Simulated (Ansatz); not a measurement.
Runs of Ansatz 0.2.0 on In. Symmetry: Im-3m, No. 229, cubic system. The conventional cell has a = 3.765 Å, b = 3.765 Å, c = 3.765 Å, α = 90.00°, β = 90.00°, γ = 90.00°. In (site symmetry m-3m) has 8 In at 3.26 Å as nearest neighbours. This isn't the form of In at room conditions, which is tetragonal.

```tsv
task	level	spin	cell	k mesh	smearing	points for each segment of the path	gap on the mesh (eV)	pressure (GPa)
band structure	PBE	off	as given	10 × 10 × 10	fermi-dirac 0.05 eV	14	none	1.5
band structure	LDA	off	as given	10 × 10 × 10	fermi-dirac 0.05 eV	14	none	(a)
band structure	PBE	SOC, no magnetisation	as given	7 × 7 × 7	fermi-dirac 0.05 eV	14	none	1.4
single point	PBE	off	as given	10 × 10 × 10	gaussian 0.011 eV	-	none	1.5
relaxation of cell and atoms	PBE	off	relaxed	10 × 10 × 10	fermi-dirac 0.05 eV	-	none	0.0
```

Alike in all rows: potentials or basis Ansatz PAW; cutoff (eV) 420.

Question: Estimate the missing entries.

Answer: (a) -2.8.

Caveats: spin-orbit coupling is left out, which moves the levels of the heavy elements (some runs); the PAW data sets come from PBE, with cores solved anew for the run's functional, which leaves a small shift of forces and pressure (some runs); the plane-wave basis is chosen anew once the cell has moved, so the energies of steps on either side of that aren't comparable (some runs).

A k mesh can miss the band edges, and rows without SOC leave out spin-orbit coupling on In.

A gap of «none» marks a metal or a gap under the smearing width.
